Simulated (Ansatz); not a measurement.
The system is Te2Mo, a slab with vacuum.

```
CELL_PARAMETERS angstrom
3.56242 0.00000 0.00000
-1.78121 3.08514 0.00000
0.00000 0.00000 31.56327
ATOMIC_POSITIONS crystal
Te 0.00000 0.00000 0.05676
Te 0.33333 0.66667 0.28899
Te 0.33333 0.66667 0.82440
Te 0.33333 0.66667 0.17560
Te 0.33333 0.66667 0.71101
Te 0.00000 0.00000 0.94324
Mo 0.33333 0.66667 0.00000
Mo 0.00000 0.00000 0.23231
Mo 0.00000 0.00000 0.76769
```

Base run:

* Program: Ansatz 0.2.0
* Functional: r2SCAN
* Potentials or basis: Ansatz PAW
* Cutoff: 500 eV (not typed: the program's choice for these potentials)
* k mesh: 7 × 7 × 1
* Occupations: fermi-dirac, width 0.05 eV
* Spin: no spin polarisation
* Hubbard terms: Mo d U = 8 eV

Its results: band gap on the k mesh 1.28 eV, indirect (least direct gap 1.70 eV); largest force 0.114 eV/Å.

Question: The run is repeated on the same cell with these changes: hubbard terms from Mo d U = 8 eV to Mo d U = 5 eV. What comes out?

Answer: Band gap on the k mesh 1.15 eV, direct; largest force 0.125 eV/Å.

Caveats: odd divisions of the mesh miss points on the zone boundary, where band edges often lie, so the gap on the mesh can be too wide; spin-orbit coupling is left out, which moves the levels of the heavy elements; the PAW data sets come from PBE, with cores solved anew for the run's functional, which leaves a small shift of forces and pressure; the U is typed as a test and isn't derived for this compound.

A k mesh can miss the band edges.
